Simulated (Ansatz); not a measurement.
# SiC: do energies and stresses tell the same story?

Method: Ansatz 0.2.0, DFT PBEsol, scalar-relativistic, plane waves, PAW.

Settings: cutoff 420 eV, Γ-centred mesh 12×12×6 on the computed 4-atom cell, Gaussian smearing of 0.02 eV; no spin polarisation.

Relaxed cell: P6_3mc, a = 3.076 Å, b = 3.076 Å, c = 5.048 Å, α = 90.00°, β = 90.00°, γ = 120.00°, 4 atoms in the primitive cell.

Energies at zero smearing and pressures from the stress tensor, at volumes with shape and atoms relaxed:
```csv
V (Å³/atom),E − E(first) (meV/atom),P (GPa)
9.719,0.00,15.54
10.029,-21.81,7.21
10.339,-28.66,0.02
10.649,-22.55,-6.19
10.959,-5.25,-11.54
```

Task: Check P = −dE/dV between neighbouring volumes, and get the bulk modulus from the pressures alone.

Result: With 1 eV/Å³ = 160.2 GPa:
| middle V (Å³/atom) | −ΔE/ΔV (GPa) | mean P (GPa) |
| --- | --- | --- |
| 9.874 | 11.268 | 11.375 |
| 10.184 | 3.534 | 3.616 |
| 10.494 | -3.156 | -3.083 |
| 10.804 | -8.932 | -8.866 |

The two differ by 0.11 GPa at most. The mean of two end pressures misses the average over a step by about ΔV² P″/12, up to 0.10 GPa here; with that taken off 0.01 GPa remains. Around V = 10.339 Å³/atom, the two neighbours give B = −V ΔP/ΔV = 10.339 × 13.40 / 0.620 = 223.3 GPa, against B0 = 222.3 GPa from the Birch–Murnaghan fit of the energies.